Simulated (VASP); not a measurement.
Set up this calculation in VASP 6.6.1, as the native input.

- Task: single point
- Functional: PBEsol
- Potentials or basis: VASP PAW PBE potentials, release 54 (Rb_sv)
- Cutoff: 520 eV
- k mesh: 7 × 7 × 7
- Occupations: gaussian, width 0.1 eV
- Spin: no spin polarisation
- Further INCAR settings: ALGO = Fast; EDIFF = 1e-07

The structure of Rb lies in POSCAR:

```
Rb
1.0
   -2.8025000000      2.8025000000      2.8025000000
    2.8025000000     -2.8025000000      2.8025000000
    2.8025000000      2.8025000000     -2.8025000000
Rb
1
Direct
    0.0000000000      0.0000000000      0.0000000000
```

The input as run:

INCAR

```
  PREC = Accurate
  ENCUT = 520
  EDIFF = 1E-7
  ISMEAR = 0
  SIGMA = 0.1
  LREAL = False
  LASPH = True
  NELM = 100
  ALGO = Fast
  ISIF = 2
  LWAVE = False
  LCHARG = False
  GGA = PS
```

KPOINTS

```
regular mesh
0
Gamma
  7 7 7
```

Potentials or basis: VASP PAW PBE potentials, release 54 (Rb_sv).

The run is started by

```console
$ cat potpaw_PBE.54/Rb_sv/POTCAR > POTCAR
$ mpirun -np 1 vasp_std > vasp.out
```

Results of the run:

| Item | Value |
| --- | --- |
| Pressure | -0.1 GPa |
| Band gap on the k mesh | none (metal or under the smearing width) |

Caveat: the PAW data sets were made with another functional, which shifts forces and pressure a little.

It took 12 s on 1 thread of Intel(R) Xeon(R) Platinum 8488C (Sapphire Rapids), with other jobs on the host, peak memory 0.19 GiB.
